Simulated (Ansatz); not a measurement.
# SiC (Moissanite 3C): the cost of one run

Program: Ansatz 0.2.0. Level of theory: DFT PBEsol, scalar-relativistic, plane waves, PAW. These are calculated values, not measurements.

That is the level of the relaxation; later steps name their own.

1 further run of the same task is left out (set aside as unsound or not needed).

## Step 1: The system as given

Symmetry: F-43m, No. 216, cubic system. Conventional cell: a = 4.357 Å, b = 4.357 Å, c = 4.357 Å, α = 90.00°, β = 90.00°, γ = 90.00°. Si (site symmetry -43m) has 4 C at 1.89 Å as nearest neighbours. C (site symmetry -43m) has 4 Si at 1.89 Å as nearest neighbours.

As a file:

```cif
data_structure
_symmetry_space_group_name_H-M 'F-43m'
_symmetry_Int_Tables_number 216
_cell_length_a 4.3568
_cell_length_b 4.3568
_cell_length_c 4.3568
_cell_angle_alpha 90.000
_cell_angle_beta 90.000
_cell_angle_gamma 90.000
_cell_volume 82.70
loop_
_atom_site_label
_atom_site_type_symbol
_atom_site_symmetry_multiplicity
_atom_site_Wyckoff_symbol
_atom_site_fract_x
_atom_site_fract_y
_atom_site_fract_z
_atom_site_occupancy
Si1 Si 4 a 0.00000 0.00000 0.00000 1
C1 C 4 d 0.25000 0.25000 0.75000 1
```

This cell was relaxed beforehand with the same method: volume 10.34 Å³/atom, gap on the mesh 1.24 eV.

## Step 2: Band edges over the whole zone

input.yaml

```yaml
crystal:
  lattice:
    - [0.0, 2.1784203227, 2.1784203227]
    - [2.1784203227, 0.0, 2.1784203227]
    - [2.1784203227, 2.1784203227, 0.0]
  atoms:
    - { symbol: Si, position: [0.0, 0.0, 0.0] }
    - { symbol: C, position: [0.25, 0.25, 0.25] }
basis:
  ecutwfc: 420
kpoints:
  mp_grid: { grid: [10, 10, 10] }
  band_path: { path: [VBM, CBM], npoints: 2 }
hamiltonian:
  xc: pbesol
scf:
  occupations: { method: gaussian, width: 0.02 }
output:
  forces: true
  stress: true
  eigenvalues: true
```

On the command line:

```sh
$ ansatz run input.yaml --threads 2 --pin off --max-ram 5120MiB --backend cpu --events-out ev --progress --plain --runs-dir out
```

What time and memory should one allow on 2 threads of Intel Xeon Platinum 8488C (Sapphire Rapids), shared host?

About 1.3 s, with a peak of 0.41 GiB.
